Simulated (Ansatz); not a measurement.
# RbBr in Ansatz: the effect of exact exchange

Crystal: RbBr.

```
CELL_PARAMETERS angstrom
4.12608 0.00000 0.00000
0.00000 4.12608 0.00000
0.00000 0.00000 4.12608
ATOMIC_POSITIONS crystal
Rb 0.00000 0.00000 0.00000
Br 0.50000 0.50000 0.50000
```

The cell comes from a database or a generator and needn't be the stable form of this composition.

Alike in all runs:

| Quantity | Value |
| --- | --- |
| Program | Ansatz 0.2.0 |
| Task | single point |
| Functional | HSE(alpha, omega) |
| Potentials or basis | all-electron PAW datasets made for the crystal |
| Cutoff | 250 eV (chosen from the basis error) |
| k mesh | 4 × 4 × 4 |
| Occupations | fermi-dirac, width 0.05 eV |
| Spin | no spin polarisation |

```csv
exact exchange,gap on the mesh (eV),pressure (GPa)
0.05,4.32,0.7
0.1,4.56,0.7
0.15,4.80,0.6
0.2,5.04,0.5
0.25,5.29,0.5
0.3,?,?
0.4,6.03,0.2
0.5,6.54,0.1
```

**Question.** What does the run with exact exchange 0.3 give?

**Answer.** gap on the mesh 5.53 eV; pressure 0.4 GPa.

Worked out: A straight line through the other rows of the gap on the mesh, of slope 4.93 eV per unit of exact exchange, gives 5.54 eV, against the run's 5.53. A straight line through the other rows of the pressure, of slope -1.44 GPa per unit of exact exchange, gives 0.4 GPa, against the run's 0.4.

A k mesh can miss the band edges.

Runs at the PBE level aren't shown here.
